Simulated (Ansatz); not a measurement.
BaO (started from an entry of an open crystallographic database), 2 atoms and 16 valence electrons in a cell of about 43 Å³, was run 20 times in Ansatz, each time on 2 threads of Arm Neoverse V2, with other jobs on the host.

| run | k mesh | irreducible k | cutoff (eV) | plane waves | bands | SCF iterations | wall time | peak host memory (GiB) |
| --- | --- | --- | --- | --- | --- | --- | --- | --- |
| relaxation, PBE | 8×8×8 | 29 | 420 | 869 | 12 | 46 | ? | ? |
| relaxation, r2SCAN | 8×8×8 | 29 | 500 | 1067 | 12 | 30 | ? | ? |
| bands, PBE | 8×8×8 | 29 | 420 | 869 | 12 | 7 | 1.1 s | 0.29 |
| single point, r2SCAN | 8×8×8 | 29 | 500 | 1067 | 12 | 7 | ? | ? |
| single point, HSE06 | 6×6×6 | 16 | 420 | 869 | 12 | 12 | ? | ? |
| single point, PBE+SOC | 8×8×8 | 29 | 420 | 869 | 24 | 8 | 3.8 s | 0.41 |
| single point, PBE0 | 6×6×6 | 16 | 420 | 869 | 12 | 12 | 47 s | 1.3 |
| single point, LDA | 8×8×8 | 29 | 420 | 869 | 12 | 6 | ? | ? |
| G0W0, PBE, 127 empty bands, 120 eV | 4×4×4 | 8 | 420 | 869 | 12 | 7 | ? | ? |
| relaxation, PBEsol | 8×8×8 | 29 | 420 | 869 | 12 | 43 | 4 s | 0.3 |
| Γ phonons, PBEsol | 6×6×6 | 30 | 420 | 869 | 12 | 12 | 9.1 s | 0.38 |
| field response, r2SCAN | 6×6×6 | 30 | 500 | 1067 | 12 | 13 | ? | ? |
| field response, PBE | 6×6×6 | 30 | 420 | 869 | 12 | 14 | 8.4 s | 0.36 |
| G0W0, PBE, 315 empty bands, 220 eV | 4×4×4 | 8 | 420 | 869 | 12 | 7 | 32 s | 0.5 |
| single point, DDH-PBE0 | 6×6×6 | 16 | 420 | 869 | 12 | 12 | 49 s | 1.3 |
| relaxation, LDA | 8×8×8 | 29 | 420 | 749 | 12 | 42 | 3.5 s | 0.3 |
| single point, HSE06+SOC | 4×4×4 | 8 | 420 | 869 | 24 | 14 | 72 s | 0.99 |
| relaxation, HSE06 | 6×6×6 | 16 | 420 | 869 | 12 | 59 | ? | ? |
| single point, r2SCANh | 6×6×6 | 16 | 500 | 1067 | 12 | 13 | ? | ? |
| single point, r2SCAN0 | 6×6×6 | 16 | 500 | 1067 | 12 | 13 | ? | ? |

Question: Estimate the missing times and memories.

Answer:

| run | wall time | peak host memory (GiB) |
| --- | --- | --- |
| single point, r2SCAN0 | 53 s | 1.6 |
| single point, r2SCAN | 1.7 s | 0.41 |
| G0W0, PBE, 127 empty bands, 120 eV | 5.7 s | 0.31 |
| relaxation, HSE06 | 57 s | 1.3 |
| field response, r2SCAN | 20 s | 0.67 |
| single point, r2SCANh | 52 s | 1.6 |
| relaxation, r2SCAN | 5.5 s | 0.43 |
| single point, LDA | 0.82 s | 0.28 |
| relaxation, PBE | 3.9 s | 0.3 |
| single point, HSE06 | 49 s | 1.3 |

Only the levels marked +SOC include spin-orbit coupling.
